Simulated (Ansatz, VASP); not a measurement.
BN: VASP beside Ansatz

```
CELL_PARAMETERS angstrom
0.00000 1.84295 1.84295
1.84295 0.00000 1.84295
1.84295 1.84295 0.00000
ATOMIC_POSITIONS crystal
B 0.00000 0.00000 0.00000
N 0.75000 0.75000 0.75000
```

Change from the starting cell: volume scaled by 1.06, crystal datasets.

Alike in both runs: task electric field gradients; functional PBEsol; k mesh 13 × 13 × 13; occupations fermi-dirac, width 0.03 eV; no spin polarisation.

|  | VASP | Ansatz |
| --- | --- | --- |
| version | VASP 6.6.1 | Ansatz 0.2.0 |
| potentials or method | VASP PAW PBE potentials, release 64 (B, N), cutoff 520 eV | all-electron PAW with datasets made for the crystal, scalar-relativistic |

VASP gave:

```
gap on the k mesh at the Fermi level (eV)                      : 4.29
pressure (GPa)                                                 : -22.2
Vzz of the field gradient on the site that differs most (V/Å²) : 0.0
```

Task: Estimate Ansatz's values.

Result: gap on the k mesh at the Fermi level (eV): 4.29; pressure (GPa): -22.5; Vzz of the field gradient on the site that differs most (V/Å²): 0.0.

Ansatz ran all-electron here, so the differences hold the error of VASP's frozen core and of both bases.

Caveats: so large a pressure means that the cell lies far from this level's equilibrium, or that cutoff or potentials fall short (VASP); the potentials were made for another functional, which shifts forces and pressure (VASP); an odd mesh through Γ misses points on the zone boundary, where band edges often lie.
